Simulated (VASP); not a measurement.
Set up this calculation in VASP 6.6.1, as the native input.

- Task: relaxation of cell and atoms
- Functional: LDA
- Potentials or basis: VASP PAW LDA potentials, release 64 (Cd, S)
- Cutoff: 600 eV
- k mesh: 9 × 9 × 4
- Occupations: gaussian, width 0.03 eV
- Spin: no spin polarisation
- Further INCAR settings: ALGO = Normal; EDIFF = 1e-07; IBRION = 2; EDIFFG = -0.005; NSW = 90; ISIF = 3

The structure of CdS (Greenockite) lies in POSCAR:

```
CdS                                     
1.0
    4.0834517414     -0.0000000000      0.0000000000
   -2.0417258707      3.5363729432      0.0000000000
    0.0000000000      0.0000000000      6.6573692179
  Cd              S             
     2     2
Direct
     0.3333333332999970    0.6666666667000030    0.9995748275473583
     0.6666666667000030    0.3333333332999970    0.4995748275473583
     0.3333333332999970    0.6666666667000030    0.3754251724526417
     0.6666666667000030    0.3333333332999970    0.8754251724526417
```

These files were run (other wordings do the same):

INCAR

```
SYSTEM = CdS
PREC     = Accurate       ! precision mode
ENCUT    = 600            ! plane-wave cutoff, eV
EDIFF    = 1E-7           ! SCF threshold, eV
ISMEAR   = 0              ! smearing method
SIGMA    = 0.03           ! smearing width, eV
LREAL    = .FALSE.        ! projectors in reciprocal space
LASPH    = .TRUE.         ! aspherical terms in the spheres
NELM     = 80             ! most SCF steps
ALGO     = Normal         ! electronic algorithm
ISIF     = 3              ! what is computed and relaxed
LWAVE    = .FALSE.        ! write WAVECAR
LCHARG   = .FALSE.        ! write CHGCAR
IBRION   = 2              ! ionic algorithm
NSW      = 90             ! ionic steps
EDIFFG   = -0.005         ! ionic threshold
KPAR     = 2
```

KPOINTS

```
Automatic mesh
0
G
  9 9 4
  0 0 0
```

Potentials or basis: VASP PAW LDA potentials, release 64 (Cd, S).

Launch:

```sh
$ cat potpaw_LDA.64/Cd/POTCAR potpaw_LDA.64/S/POTCAR > POTCAR
$ mpirun -np 2 vasp_std > vasp.out
```

It gave:

The pressure after relaxing is 0.0 GPa. The largest force after relaxing is 0.004 eV/Å and the band gap on the k mesh is 1.04 eV, direct.

Caveat: the relaxation stopped at its first step, so nothing moved.

It took 61 s on 2 MPI ranks on Intel(R) Xeon(R) Platinum 8259CL CPU @ 2.50GHz (Skylake/Cascade Lake), with other jobs on the host, peak memory 0.24 GiB a rank.
